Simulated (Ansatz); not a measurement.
# Yb: the cost of one run

Method: DFT r²SCAN, scalar-relativistic, plane waves, PAW (the target; the first runs use scalar-relativistic PBE), in Ansatz 0.2.0.

## Step 1: The starting structure

Symmetry: P6_3/mmc, No. 194, hexagonal system. Conventional cell: a = 3.880 Å, b = 3.880 Å, c = 6.386 Å, α = 90.00°, β = 90.00°, γ = 120.00°. Yb (site symmetry -6m2) has 12 Yb at 3.88 to 3.90 Å as nearest neighbours.

Structure file:

```cif
data_structure
_symmetry_space_group_name_H-M 'P6_3/mmc'
_symmetry_Int_Tables_number 194
_cell_length_a 3.8799
_cell_length_b 3.8799
_cell_length_c 6.3859
_cell_angle_alpha 90.000
_cell_angle_beta 90.000
_cell_angle_gamma 120.000
_cell_volume 83.25
loop_
_atom_site_label
_atom_site_type_symbol
_atom_site_symmetry_multiplicity
_atom_site_Wyckoff_symbol
_atom_site_fract_x
_atom_site_fract_y
_atom_site_fract_z
_atom_site_occupancy
Yb1 Yb 2 c 0.33333 0.66667 0.25000 1
```

## Step 2: Full relaxation (PBE, 6×6×4 mesh)

input.yaml

```yaml
crystal:
  lattice:
    - [3.8799, 0.0, 0.0]
    - [-1.93995, 3.3600919641, 0.0]
    - [0.0, 0.0, 6.3859]
  atoms:
    - { symbol: Yb, position: [0.3333333333, 0.6666666667, 0.25] }
    - { symbol: Yb, position: [0.6666666667, 0.3333333333, 0.75] }
basis:
  ecutwfc: 420
  ecutrho_ratio: 4
kpoints:
  mp_grid: { grid: [6, 6, 4] }
hamiltonian:
  xc: pbe
scf:
  occupations: { method: gaussian, width: 0.05 }
output:
  forces: true
  stress: true
  eigenvalues: true
relax:
  f_tol: 0.03
  max_steps: 60
  cell: { stress_tol: 0.3 }
```

Launch:

```sh
$ ansatz run input.yaml --threads 2 --pin off --max-ram 5120MiB --backend cpu --events-out ev --progress --plain --runs-dir out
```

What time and memory should one allow on 2 threads of AMD EPYC 9B45 (Zen 5), shared host?

About 3 s, with a peak of 0.44 GiB.
